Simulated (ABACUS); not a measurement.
## GaSb under changes of volume

One of the cells (28.625 Å³/atom); the others are scaled copies at fixed shape and fractional positions:

```
Sb Ga
1.0
     0.00000    3.05900    3.05900
     3.05900    0.00000    3.05900
     3.05900    3.05900    0.00000
Sb Ga
1 1
Direct
  0.75000 0.75000 0.75000
  0.00000 0.00000 0.00000
```

| Property | Result |
| --- | --- |
| Program | ABACUS 3.10.1 |
| Functional | PBEsol |
| Potentials or basis | PseudoDojo NC SR 0.4.1 PBEsol standard |
| Cutoff | 1102 eV |
| Density cutoff | 4408 eV |
| Basis | plane waves |
| k mesh | 8 × 8 × 8 |
| Occupations | fermi-dirac, width 0.05 eV |
| Spin | no spin polarisation |

```csv
volume (Å³/atom),energy over the lowest point (meV/atom),pressure (GPa),gap on the mesh (eV)
26.907,17.19,3.5,0.42
27.480,7.06,2.1,0.27
28.052,1.53,0.9,0.12
28.625,0.00,-0.1,none
29.197,2.03,-1.1,none
29.770,?,?,?
30.342,15.57,-2.7,none
```

**Question.** What does the run at 29.770 Å³/atom give?

**Answer.** Energy over the lowest point 7.34 meV/atom; pressure -2.0 GPa; gap on the mesh none.

Worked out: A Birch-Murnaghan fit of order 3 (a polynomial in V^(-2/3)) to the other rows has its minimum at 28.57 Å³/atom with B0 = V·E''(V) = 51 GPa and B' = 4.5. It gives 7.37 meV/atom at 29.770 Å³/atom, against the run's 7.34, and -dE/dV = -1.9 GPa, against -2.0.

Energies are extrapolated to zero smearing.

Caveats: spin-orbit coupling is left out, which moves the levels of the heavy elements (some runs).

A mesh can miss the band edges.

A gap of «none» marks a metal or a gap under the smearing width.
